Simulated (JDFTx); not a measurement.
## O under changes of volume

One of the cells (11.066 Å³/atom); the others are scaled copies at fixed shape and fractional positions:

```xyz
2
Lattice="0.0000 1.8899 3.8988 1.5018 0.0000 3.8988 1.5018 1.8899 0.0000" Properties=species:S:1:pos:R:3 pbc="T T T"
O     1.5018    1.8899    4.5141
O     1.5018    1.8899    3.2836
```

```yaml
Program: JDFTx 1.7.0 (patched build)
Functional: PBE
Potentials_or_basis: PseudoDojo-SR-PBE-0.5-standard
Cutoff: 1143 eV
Density_cutoff: 9143 eV
k_mesh: 12 × 12 × 12
Occupations: fermi-dirac, width 0.05 eV
Spin: no spin polarisation
```

```csv
volume (Å³/atom),energy over the lowest point (meV/atom),pressure (GPa),largest force (eV/Å)
10.402,5.04,4.4,0.202
10.623,0.78,1.7,0.369
10.844,0.00,-0.7,0.900
11.066,2.35,-2.8,1.394
11.287,7.51,-4.7,1.854
11.508,?,?,?
```

Problem. What does the run at 11.508 Å³/atom give?

Solution. Energy over the lowest point 15.20 meV/atom; pressure -6.4 GPa; largest force 2.283 eV/Å.

Worked out: A Birch-Murnaghan fit of order 3 (a polynomial in V^(-2/3)) to the other rows has its minimum at 10.79 Å³/atom with B0 = V·E''(V) = 113 GPa and B' = 4.2 at fixed shape and positions, which overstates the stiffness. It gives 15.19 meV/atom at 11.508 Å³/atom, against the run's 15.20, and -dE/dV = -6.4 GPa, against -6.4.

Energies are extrapolated to zero smearing.

Caveats: spin is off for a triplet molecule; forces of over 1 eV/Å show positions far from the minimum, so gaps and moduli don't describe the material at rest (some runs).
